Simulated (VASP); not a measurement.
# BN (Qingsongite) (F-43m) in VASP: further runs, part 2 of 2

VASP 6.6.1.

## (4) Dielectric tensor, PBE

INCAR

```
SYSTEM = BN
PREC = Accurate
ENCUT = 520
EDIFF = 1E-8
ISMEAR = 0
SIGMA = 0.03
LREAL = .FALSE.
LASPH = .TRUE.
NELM = 80
ALGO = Normal
ISIF = 2
LWAVE = .FALSE.
LCHARG = .FALSE.
GGA = PE
LEPSILON = .TRUE.
```

KPOINTS

```
regular mesh
0
Monkhorst
  22 22 22
  0 0 0
```

POSCAR

```
BN                                      
1.0
    0.0000000000      1.8033209052      1.8033209052
    1.8033209052      0.0000000000      1.8033209052
    1.8033209052      1.8033209052      0.0000000000
  B               N             
     1     1
Direct
     0.0000000000000000    0.0000000000000000    0.0000000000000000
     0.2500000000000000    0.2500000000000000    0.2500000000000000
```

Potentials or basis: VASP PAW PBE potentials, release 64 (B, N).

Launch:

```bash
$ cat potpaw_PBE.64/B/POTCAR potpaw_PBE.64/N/POTCAR > POTCAR
$ mpirun -np 1 vasp_std > vasp.out
```

OUTCAR:

```text
SYSTEM = BN
   PREC = Accurate
   ENCUT = 520
   EDIFF = 1E-8
   ISMEAR = 0
   LREAL = .FALSE.
   LASPH = .TRUE.
   NELM = 80
   ISIF = 2
   GGA = PE
   LEPSILON = .TRUE.

 ion  position               nearest neighbor table
   1  0.000  0.000  0.000-   2 1.56   2 1.56   2 1.56   2 1.56
   2  0.250  0.250  0.250-   1 1.56   1 1.56   1 1.56   1 1.56

  LATTYP: Found a face centered cubic cell.
 ALAT       =     3.6066418104

  Lattice vectors:

 A1 = (   0.0000000000,   1.8033209052,   1.8033209052)
 A2 = (   1.8033209052,   0.0000000000,   1.8033209052)
 A3 = (   1.8033209052,   1.8033209052,   0.0000000000)

Analysis of symmetry for initial positions (statically):
=====================================================================
 Subroutine PRICEL returns:
 Original cell was already a primitive cell.

 Routine SETGRP: Setting up the symmetry group for a
 face centered cubic supercell.

 Subroutine GETGRP returns: Found 24 space group operations
 (whereof 24 operations were pure point group operations)
 out of a pool of 48 trial point group operations.

The static configuration has the point symmetry T_d .

Analysis of symmetry for dynamics (positions and initial velocities):
=====================================================================
 Subroutine PRICEL returns:
 Original cell was already a primitive cell.

 Routine SETGRP: Setting up the symmetry group for a
 face centered cubic supercell.

 Subroutine GETGRP returns: Found 24 space group operations
 (whereof 24 operations were pure point group operations)
 out of a pool of 48 trial point group operations.

The dynamic configuration has the point symmetry T_d .

 Subroutine INISYM returns: Found 24 space group operations
 (whereof 24 operations are pure point group operations),
 and found     1 'primitive' translations

----------------------------------------------------------------------------------------

                                     Primitive cell

  volume of cell :      11.7287

  direct lattice vectors                    reciprocal lattice vectors
     0.000000000  1.803320905  1.803320905    -0.277266236  0.277266236  0.277266236
     1.803320905  0.000000000  1.803320905     0.277266236 -0.277266236  0.277266236
     1.803320905  1.803320905  0.000000000     0.277266236  0.277266236 -0.277266236

  length of vectors
     2.550280881  2.550280881  2.550280881     0.480239208  0.480239208  0.480239208

  position of ions in fractional coordinates (direct lattice)
     0.000000000  0.000000000  0.000000000
     0.250000000  0.250000000  0.250000000

  ion indices of the primitive-cell ions
   primitive index   ion index
[... 131 lines left out ...]
      7      16.3634      0.00000
      8      17.9938      0.00000
[... 243 lines left out ...]
 k-point    24 :       0.1136    0.0682    0.0227
  band No.  band energies     occupation
      1     -12.5727      2.00000
      2       6.4767      2.00000
      3       6.9101      2.00000
      4       7.2430      2.00000
      5      16.1716      0.00000
      6      16.9549      0.00000
      7      17.0709      0.00000
      8      18.6809      0.00000

 [... further k-points ...]

  FORCE on cell =-STRESS in cart. coord.  units (eV):
  Direction    XX          YY          ZZ          XY          YZ          ZX
  --------------------------------------------------------------------------------------
  -------------------------------------------------------------------------------------
  Total        0.4392539      0.4392539      0.4392539      0.0000000      0.0000000      0.0000000
  in kB       60.0035775     60.0035775     60.0035775      0.0000000      0.0000000      0.0000000
  external PRESSURE =      60.0035775 kB  Pullay stress =       0.0000000 kB

 VOLUME and BASIS-vectors are now :
 -----------------------------------------------------------------------------
  energy-cutoff  :      520.00
  volume of cell :       11.73
      direct lattice vectors                 reciprocal lattice vectors
     0.000000000  1.803320905  1.803320905    -0.277266236  0.277266236  0.277266236
     1.803320905  0.000000000  1.803320905     0.277266236 -0.277266236  0.277266236
     1.803320905  1.803320905  0.000000000     0.277266236  0.277266236 -0.277266236

 POSITION                                       TOTAL-FORCE (eV/Angst)
 -----------------------------------------------------------------------------------
      0.00000      0.00000      0.00000         0.000000      0.000000      0.000000
      0.90166      0.90166      0.90166        -0.000000     -0.000000     -0.000000
 -----------------------------------------------------------------------------------
    total drift:                                0.000000      0.000000      0.000000

  FREE ENERGIE OF THE ION-ELECTRON SYSTEM (eV)
  ---------------------------------------------------
  free  energy   TOTEN  =       -17.4472911399 eV

  energy  without entropy=      -17.4472911399  energy(sigma->0) =      -17.44729114

 HEAD OF MICROSCOPIC STATIC DIELECTRIC TENSOR (INDEPENDENT PARTICLE, excluding Hartree and local field effects)
 ------------------------------------------------------
           4.691564     0.000000     0.000000
           0.000000     4.691564     0.000000
           0.000000     0.000000     4.691564
 ------------------------------------------------------

 Free energy of the ion-electron system (eV)
  ---------------------------------------------------
  ---------------------------------------------------
  free energy    TOTEN  =        -0.12609963 eV

  energy without entropy =       -0.12609963

------------------------ aborting loop because EDIFF is reached ----------------------------------------

--------------------------------------- Ionic step        2  -------------------------------------------

------------------------ aborting loop because EDIFF is reached ----------------------------------------

--------------------------------------- Ionic step        3  -------------------------------------------

 Free energy of the ion-electron system (eV)
  ---------------------------------------------------
  ---------------------------------------------------
  free energy    TOTEN  =        -0.12609973 eV

  energy without entropy =       -0.12609973

------------------------ aborting loop because EDIFF is reached ----------------------------------------

 PIEZOELECTRIC TENSOR FIELD DIRECTION 3  (e Angst)
 -----------------------------------------------------------------------------
    -0.00020 -0.76047  0.00000           ( -0.00000 -0.00440  0.00000)
    -0.76047 -0.00020  0.00000           ( -0.00440 -0.00000  0.00000)
     0.00000  0.00000  0.00015           (  0.00000  0.00000 -0.00000)

 PIEZOELECTRIC TENSOR FIELD DIRECTION 3  (C/m^2)
 -----------------------------------------------------------------------------
    -0.00028 -1.03883  0.00000
    -1.03883 -0.00028  0.00000
     0.00000  0.00000  0.00020

 MACROSCOPIC STATIC DIELECTRIC TENSOR (including local field effects in DFT)
 ------------------------------------------------------
           4.598565     0.000000    -0.000000
          -0.000000     4.598565    -0.000000
           0.000000     0.000000     4.598565
 ------------------------------------------------------

 PIEZOELECTRIC TENSOR (including local field effects)  for field in x, y, z        (e  Angst)
          XX          YY          ZZ          XY          YZ          ZX
  --------------------------------------------------------------------------------
  x    -0.00000     0.00000     0.00000     0.00000    -0.76074    -0.00000
  y    -0.00000    -0.00000    -0.00000     0.00000     0.00000    -0.76074
  z     0.00000     0.00000    -0.00000    -0.76074    -0.00000     0.00000

 PIEZOELECTRIC TENSOR (including local field effects)  for field in x, y, z        (C/m^2)
          XX          YY          ZZ          XY          YZ          ZX
  --------------------------------------------------------------------------------
  x    -0.00000     0.00000     0.00000     0.00000    -1.03919    -0.00000
  y    -0.00000    -0.00000    -0.00000     0.00000     0.00000    -1.03919
  z     0.00000     0.00000    -0.00000    -1.03919    -0.00000     0.00000

 BORN EFFECTIVE CHARGES (including local field effects) (in |e|, cummulative output)
 ---------------------------------------------------------------------------------
 ion    1
    1     1.90416     0.00000     0.00000
    2     0.00000     1.90416     0.00000
    3     0.00000     0.00000     1.90416
 ion    2
    1    -1.90416     0.00000     0.00000
    2     0.00000    -1.90416     0.00000
    3     0.00000     0.00000    -1.90416
```

OSZICAR:

```text
N       E                     dE             d eps       ncg     rms          rms(c)
DAV:   1     0.856461365091E+01    0.85646E+01   -0.53298E+03 16944   0.100E+03
DAV:   2    -0.182313365089E+02   -0.26796E+02   -0.25868E+02 22192   0.172E+02
DAV:   3    -0.184230972394E+02   -0.19176E+00   -0.19176E+00 19072   0.183E+01
[... 15 lines left out ...]
RMM:   4    -0.125145832091E+00   -0.62733E-02   -0.15338E-03142830   0.371E-01    0.454E-02
RMM:   5    -0.126043282198E+00   -0.89745E-03   -0.27503E-05145311   0.543E-02    0.415E-03
RMM:   6    -0.126074750156E+00   -0.31468E-04   -0.20920E-07153179   0.520E-03    0.228E-03
RMM:   7    -0.126099017794E+00   -0.24268E-04   -0.12129E-07148542   0.425E-03    0.191E-04
RMM:   8    -0.126099723497E+00   -0.70570E-06   -0.34587E-10135017   0.211E-04    0.469E-05
RMM:   9    -0.126099733861E+00   -0.10364E-07   -0.10303E-10129751   0.126E-04    0.415E-06
```

Run time: 26 min. Hardware: 1 thread of Intel Xeon Platinum 8488C (Sapphire Rapids), shared host; peak memory 1.2 GiB.

What came out:

* Electronic dielectric tensor (diagonal): 4.60
* Born charges (mean of the diagonal): B +1.90; N -1.90 e

Levels at points of the mesh, in eV from the valence-band top:
```csv
k point,band 1,band 2,band 3,band 4,band 5,band 6,band 7,band 8
"(0.02, 0.02, 0.02)",-20.28,-0.06,0.00,0.00,8.89,8.89,8.89,10.52
```

Electronic dielectric tensor:
```
4.60 0.00 0.00
0.00 4.60 0.00
0.00 0.00 4.60
```

Born effective charge tensors (e):
atom 1, B
```
1.90 0.00 0.00
0.00 1.90 0.00
0.00 0.00 1.90
```
atom 2, N
```
-1.90  0.00  0.00
 0.00 -1.90  0.00
 0.00  0.00 -1.90
```

## (5) Optical spectrum, PBE

INCAR: that of step 4 with these lines changed.

```diff
@@ -3,3 +3,3 @@
 ENCUT = 520
-EDIFF = 1E-8
+EDIFF = 1E-7
 ISMEAR = 0
@@ -14,2 +14,5 @@
 GGA = PE
-LEPSILON = .TRUE.
+LOPTICS = .TRUE.
+NBANDS = 52
+NEDOS = 1000
+CSHIFT = 0.1
```

KPOINTS

```
regular mesh
0
G
  14 14 14
  0 0 0
```

POSCAR is that of step 4.

Potentials or basis: VASP PAW PBE potentials, release 64 (B, N).

Launch:

```bash
$ cat potpaw_PBE.64/B/POTCAR potpaw_PBE.64/N/POTCAR > POTCAR
$ mpirun -np 1 vasp_std > vasp.out
```

OUTCAR:

```text
SYSTEM = BN
   PREC = Accurate
   ENCUT = 520
   EDIFF = 1E-7
   ISMEAR = 0
   LREAL = .FALSE.
   LASPH = .TRUE.
   NELM = 80
   ISIF = 2
   GGA = PE

 ion  position               nearest neighbor table
   1  0.000  0.000  0.000-   2 1.56   2 1.56   2 1.56   2 1.56
   2  0.250  0.250  0.250-   1 1.56   1 1.56   1 1.56   1 1.56

[... 799 lines left out ...]
     5.69990     5.70695     5.70695     5.70695     0.00000     0.00000    -0.00000
     7.59987     7.20657     7.20657     7.20657     0.00000     0.00000    -0.00000
     9.49984    11.89279    11.89279    11.89279     0.00000     0.00000    -0.00000
[... 92 lines left out ...]
   186.19685     0.97271     0.97271     0.97271    -0.00000    -0.00000     0.00000
   188.09682     0.97329     0.97329     0.97329    -0.00000    -0.00000     0.00000

  frequency dependent IMAGINARY DIELECTRIC FUNCTION (independent particle, no local field effects) current-current
     E(ev)      X         Y         Z        XY        YZ        ZX
  --------------------------------------------------------------------------------------------------------------
     0.00000     0.00000     0.00000     0.00000    -0.00000    -0.00000    -0.00000
     1.89997     0.00000     0.00000     0.00000     0.00000     0.00000     0.00000
     3.79994     0.00000     0.00000     0.00000     0.00000     0.00000     0.00000
     5.69990     0.00000     0.00000     0.00000     0.00000     0.00000     0.00000
     7.59987     0.00000     0.00000     0.00000     0.00000     0.00000     0.00000
     9.49984     3.75466     3.75466     3.75466    -0.00000    -0.00000    -0.00000
[... 92 lines left out ...]
   186.19685     0.00000     0.00000     0.00000     0.00000     0.00000     0.00000
   188.09682     0.00000     0.00000     0.00000     0.00000     0.00000     0.00000

  frequency dependent      REAL DIELECTRIC FUNCTION (independent particle, no local field effects) current-current
     E(ev)        X           Y           Z          XY          YZ          ZX
  --------------------------------------------------------------------------------------------------------------
     0.00000     4.68984     4.68984     4.68984    -0.00000    -0.00000     0.00000
     1.89997     4.77622     4.77622     4.77622    -0.00000    -0.00000     0.00000
     3.79994     5.06977     5.06977     5.06977    -0.00000    -0.00000     0.00000
     5.69990     5.70481     5.70481     5.70481    -0.00000    -0.00000     0.00000
     7.59987     7.20300     7.20300     7.20300    -0.00000    -0.00000     0.00000
     9.49984    11.81128    11.81128    11.81128    -0.00000    -0.00000     0.00000
[... 92 lines left out ...]
   186.19685     0.97271     0.97271     0.97271     0.00000     0.00000    -0.00000
   188.09682     0.97330     0.97330     0.97330     0.00000     0.00000    -0.00000
```

OSZICAR:

```text
N       E                     dE             d eps       ncg     rms          rms(c)
DAV:   1     0.447856068170E+02    0.44786E+02   -0.32014E+03 11012   0.153E+02
DAV:   2    -0.169996818282E+02   -0.61785E+02   -0.57656E+02 12676   0.674E+01
DAV:   3    -0.184226513174E+02   -0.14230E+01   -0.14152E+01 12900   0.101E+01
DAV:   4    -0.184232698715E+02   -0.61855E-03   -0.61851E-03 12420   0.201E-01
DAV:   5    -0.184232699016E+02   -0.30116E-07   -0.30432E-07 12464   0.149E-03    0.674E+00
DAV:   6    -0.175391656087E+02    0.88410E+00   -0.22852E+00 12908   0.210E+00    0.341E+00
DAV:   7    -0.174618793995E+02    0.77286E-01   -0.25949E-02 12524   0.421E-01    0.186E+00
DAV:   8    -0.174469598653E+02    0.14920E-01   -0.12933E-02 12084   0.292E-01    0.203E-01
DAV:   9    -0.174472937204E+02   -0.33386E-03   -0.51221E-04 12140   0.662E-02    0.376E-02
DAV:  10    -0.174472936312E+02    0.89118E-07   -0.12368E-05 13064   0.734E-03    0.135E-02
DAV:  11    -0.174472969997E+02   -0.33685E-05   -0.13323E-06 12136   0.356E-03    0.138E-03
DAV:  12    -0.174472970423E+02   -0.42514E-07   -0.38905E-08 11684   0.415E-04
   1 F= -.17447297E+02 E0= -.17447297E+02  d E =-.305059E-22
 imaginary and real dielectric function
```

It took 43 s on 1 thread of Intel Xeon Platinum 8488C (Sapphire Rapids), shared host; peak memory 0.16 GiB.

What came out:

- Free energy: -17.4473 eV
- Pressure: 6.0 GPa
- Band gap on the k mesh: 4.47 eV, indirect (least direct gap 8.85 eV)

Dielectric function (mean over the directions given):
| energy (eV) | real part | imaginary part |
| --- | --- | --- |
| 0.38 | 4.69 | 0.00 |
| 1.33 | 4.73 | 0.00 |
| 2.28 | 4.82 | 0.00 |
| 3.42 | 4.99 | 0.00 |
| 4.37 | 5.22 | 0.00 |
| 5.51 | 5.62 | 0.00 |
| 6.46 | 6.14 | 0.00 |
| 7.41 | 6.97 | 0.00 |
| 8.55 | 9.19 | 0.00 |
| 9.50 | 11.89 | 3.78 |
| 10.64 | 8.66 | 9.08 |
| 11.59 | 8.93 | 10.21 |
| 12.73 | -3.55 | 6.52 |
| 13.68 | -3.11 | 4.85 |
| 14.63 | -0.50 | 6.47 |
| 15.77 | -3.98 | 2.76 |
| 16.72 | -2.10 | 3.16 |
| 17.86 | -1.81 | 2.52 |
| 18.81 | -2.15 | 1.27 |
| 19.95 | -0.96 | 0.82 |

Caveat: spectra need much finer meshes, so this one isn't converged; independent-particle spectra lack excitons.

## (6) Elastic constants, LDA

This run uses another cell than the first one, of 5.75 Å³/atom, 0.980 times its volume.

POSCAR

```
BN
1.0
    0.0000000000      1.7913651712      1.7913651712
    1.7913651712      0.0000000000      1.7913651712
    1.7913651712      1.7913651712      0.0000000000
  B               N
     1     1
Direct
     0.0000000000000000    0.0000000000000000    0.0000000000000000
     0.2500000000000000    0.2500000000000000    0.2500000000000000
```

INCAR.step1

```
SYSTEM = BN
ALGO = Fast ; EDIFF = 1E-8
EDIFFG = -0.002 ; ENCUT = 600
GGA = CA ; IBRION = 2
ISIF = 3 ; ISMEAR = 0
LASPH = .TRUE. ; LCHARG = .FALSE.
LREAL = .FALSE. ; LWAVE = .FALSE.
NELM = 80 ; NSW = 40
PREC = Accurate ; SIGMA = 0.03
```

INCAR.step2

```
SYSTEM = BN
ALGO = Fast ; EDIFF = 1E-8
ENCUT = 600 ; GGA = CA
IBRION = 6 ; ISIF = 3
ISMEAR = 0 ; LASPH = .TRUE.
LCHARG = .FALSE. ; LREAL = .FALSE.
LWAVE = .FALSE. ; NELM = 80
NFREE = 2 ; NSW = 1
POTIM = 0.015 ; PREC = Accurate
SIGMA = 0.03
```

KPOINTS

```
k-points
0
G
  14 14 14
  0 0 0
```

Potentials or basis: VASP PAW LDA potentials, release 64 (B, N).

Launch:

```bash
$ cat potpaw_LDA.64/B/POTCAR potpaw_LDA.64/N/POTCAR > POTCAR
$ cp INCAR.step1 INCAR
$ mpirun -np 1 vasp_std > vasp.out
$ cp CONTCAR POSCAR
$ cp INCAR.step2 INCAR
$ mpirun -np 1 vasp_std > vasp.out
```

It took 4.8 min on 1 thread of Intel Xeon Platinum 8488C (Sapphire Rapids), shared host; peak memory 0.3 GiB.

It converged, with:

* Elastic constants C11, C12, C44: 821, 192, 475 GPa
* Voigt bulk modulus: 402 GPa
* Highest phonon frequency at Γ, LO-TO splitting left out: 1068 cm⁻¹

Phonon frequencies in cm⁻¹ (negative: imaginary):
```
              q point           frequencies
(0.000, 0.000, 0.000)  0 0 0 1068 1068 1068
```

Elastic tensor in Voigt notation (GPa, in the Cartesian axes of the cell as first typed):
```
821 192 192   0   0   0
192 821 192   0   0   0
192 192 821   0   0   0
  0   0   0 475   0   0
  0   0   0   0 475   0
  0   0   0   0   0 475
```

Clamped-ion elastic tensor (GPa):
```
821 192 192   0   0   0
192 821 192   0   0   0
192 192 821   0   0   0
  0   0   0 479   0   0
  0   0   0   0 479   0
  0   0   0   0   0 479
```

## (7) Overview

```tsv
task	level	potentials or basis	cell	k mesh	cutoff (eV)	monkhorst-Pack mesh	ions in elastic constants	gap on the mesh (eV)	pressure (GPa)
band structure	r2SCAN	VASP PAW PBE potentials, release 64 (B, N)	F-43m, 5.86 Å³/atom	14 × 14 × 14	520	-	-	4.98	2.1
band structure	TB-mBJ	VASP PAW PBE potentials, release 64 (B, N)	F-43m, 5.86 Å³/atom	14 × 14 × 14	520	-	-	5.80	-
dielectric tensor	PBE	VASP PAW PBE potentials, release 64 (B, N)	F-43m, 5.86 Å³/atom	22 × 22 × 22	520	yes	-	-	-
optical spectrum	PBE	VASP PAW PBE potentials, release 64 (B, N)	F-43m, 5.86 Å³/atom	14 × 14 × 14	520	-	-	4.47	6.0
elastic constants	LDA	VASP PAW LDA potentials, release 64 (B, N)	F-43m, 5.75 Å³/atom	14 × 14 × 14	600	-	relaxed	-	-
```

Alike in all rows: no spin polarisation; smearing gaussian 0.03 eV.

Caveats: the PAW data sets were made with another functional, which shifts forces and pressure a little (some runs); spectra need much finer meshes, so this one isn't converged (some runs); independent-particle spectra lack excitons (some runs).

Absolute energies hang on the potentials; compare differences alone.

## (8) Comparison with measurements

Step 2. Against the measured gap of BN, 6.4 eV (indirect; 300 K; a printed reference work, monograph), the calculated 4.98 eV is off by -1.42 eV. The value is that of r2SCAN, without temperature or zero-point motion.

Step 3. Measured gap of BN: 6.4 eV (indirect; 300 K; a printed reference work, monograph). This calculation gives 5.80 eV (-0.60 eV). The value is that of TB-mBJ, without temperature or zero-point motion.

Step 5. A measured gap of BN is 6.4 eV (indirect; 300 K; a printed reference work, monograph); the calculated 4.47 eV misses it by -1.93 eV. The value is that of PBE on a finite k mesh, which can miss the band edges, without temperature or zero-point motion. Semilocal functionals fall short of measured gaps as a rule.
